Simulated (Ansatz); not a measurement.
# Piezoelectric tensor of AlN

Level of theory: Ansatz 0.2.0, DFT PBE, scalar-relativistic, plane waves, PAW. Settings: 420 eV plane-wave cutoff, Γ-centred 12×12×6 mesh, fixed occupations. No spin polarisation.

Relaxed structure:
```
Al N
1.0
     3.13025    0.00000    0.00000
    -1.56512    2.71087    0.00000
     0.00000    0.00000    5.01799
Al N
2 2
Direct
  0.33333 0.66667 0.99923
  0.66667 0.33333 0.49923
  0.33333 0.66667 0.38077
  0.66667 0.33333 0.88077
```

(1) Give the relaxed-ion proper piezoelectric stress tensor e_iJ (C/m², Voigt columns xx yy zz yz xz xy).

(2) With the elastic constants (GPa, Voigt order)
```
372.2 127.1  97.3   0.0   0.0   0.0
127.1 372.2  97.3   0.0   0.0   0.0
 97.4  97.4 351.9   0.0   0.0   0.0
  0.0   0.0   0.0 111.5   0.0   0.0
  0.0   0.0   0.0   0.0 111.5   0.0
  0.0   0.0   0.0   0.0   0.0 122.6
```
find the strain coefficients d = e·C⁻¹ (pC/N).

## Answers

(1)
```
x    0.00  0.00  0.00  0.00 -0.30  0.00
y    0.00  0.00  0.00 -0.30  0.00  0.00
z   -0.57 -0.57  1.44  0.00  0.00  0.00
```
Signs follow the orientation of the cell as given.

(2)
```
x    0.0  0.0  0.0  0.0 -2.7  0.0
y    0.0  0.0  0.0 -2.7  0.0  0.0
z   -2.2 -2.2  5.3  0.0  0.0  0.0
```

Cost: 1 run of about 3.4 core-minutes, on Arm Neoverse V2 (shared hosts).